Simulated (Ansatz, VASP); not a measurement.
**One calculation of HfH3, two programs**

Contents of INCAR:

```
SYSTEM = HfH3
  PREC = Accurate
  ENCUT = 600
  EDIFF = 1E-6
  ISMEAR = 1
  SIGMA = 0.1
  LREAL = .FALSE.
  LASPH = .TRUE.
  NELM = 80
  ALGO = Normal
  ISIF = 3
  LWAVE = .FALSE.
  LCHARG = .FALSE.
  GGA = B5
  ALDAX = 1.0
  AGGAX = 1.0
  AGGAC = 1.0
  ALDAC = 0.0
  IVDW = 12
  VDW_S6 = 1.0
  VDW_S8 = 2.6996
  VDW_A1 = 0.4298
  VDW_A2 = 4.2359
  IBRION = 2
  NSW = 80
  EDIFFG = -0.02
```

The input KPOINTS:

```
regular mesh
0
G
  7 7 7
  0 0 0
```

The input POSCAR:

```
HfH3
1.0
    3.0845540000      0.0000000000      0.0000000000
    0.0000000000      3.0845540000      0.0000000000
    0.0000000000      0.0000000000      3.0845540000
Hf H
1 3
Direct
    0.0000000000      0.0000000000      0.0000000000
    0.0000000000      0.5000000000      0.5000000000
    0.5000000000      0.0000000000      0.5000000000
    0.5000000000      0.5000000000      0.0000000000
```

Input for Ansatz:

```yaml
crystal:
  lattice:
    - [3.084554, 0.0, 0.0]
    - [0.0, 3.084554, 0.0]
    - [0.0, 0.0, 3.084554]
  atoms:
    - { symbol: Hf, position: [0.0, 0.0, 0.0] }
    - { symbol: H, position: [0.0, 0.5, 0.5] }
    - { symbol: H, position: [0.5, 0.0, 0.5] }
    - { symbol: H, position: [0.5, 0.5, 0.0] }
basis:
  ecutwfc: 550.0
kpoints:
  mp_grid:
    grid: [7, 7, 7]
hamiltonian:
  xc: blyp
  dispersion: d3bj
scf:
  occupations:
    method: cold
relax:
  f_tol: 0.02
  cell: {}
```

The cell comes from a database or a generator and needn't be the stable form of this composition.

Alike in both runs: task relaxation of cell and atoms; functional BLYP; dispersion D3(BJ); k mesh 7 × 7 × 7; no spin polarisation.

|  | VASP | Ansatz |
| --- | --- | --- |
| version | VASP 6.6.1 | Ansatz 0.2.0 |
| potentials or method | VASP PAW PBE potentials, release 64 (Hf_pv, H) | plane waves, PAW |
| plane-wave cutoff (eV) | 600 | 550 |
| occupations | methfessel-paxton of order 1, width 0.1 eV | cold |
| valence electrons in the cell | 13 | 29 |

```csv
,VASP,Ansatz,Ansatz less VASP
relaxed volume (Å³/atom),7.10,7.09,-0.004
relaxed cell length with the largest relative difference (Å),3.050,3.050,-0.0005
energy change over the relaxation (meV/atom),-4,-4,+0.5
```

The two sets of potentials don't hold the same shells in valence.

Caveats: the PAW data sets were made with another functional, which shifts forces and pressure a little (VASP); pairwise dispersion overbinds metals, which lowers pressure and volume. The runs have no spin-orbit coupling, so splittings on Hf are missing.
